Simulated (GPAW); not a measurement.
The system is GaN.

```
CELL_PARAMETERS angstrom
0.00000 2.25350 2.25350
2.25350 0.00000 2.25350
2.25350 2.25350 0.00000
ATOMIC_POSITIONS crystal
Ga 0.00000 0.00000 0.00000
N 0.25000 0.25000 0.25000
```

The cell is a database's computed one.

Base run:

```yaml
Program: GPAW 26.7.0
Functional: RPBE
Potentials_or_basis: the program's PAW data sets (release 1.2.1) made for this functional
Cutoff: 600 eV
Basis: pw
k_mesh: 8 × 8 × 8
Occupations: fermi-dirac, width 0.001 eV
Spin: no spin polarisation
```

Its results: band gap on the k mesh 1.83 eV, direct; electronic dielectric tensor (diagonal) 5.53.

Problem. The run is repeated on the same cell with these changes: functional from RPBE to PBEsol; potentials or basis from the program's PAW data sets (release 1.2.1) made for this functional to PAW data sets generated in the run's folder for this functional. What comes out?

Solution. Band gap on the k mesh 1.76 eV, direct; electronic dielectric tensor (diagonal) 5.71.

Caveats: the long-wavelength limit can be off by a per cent or two.

A k mesh can miss the band edges.
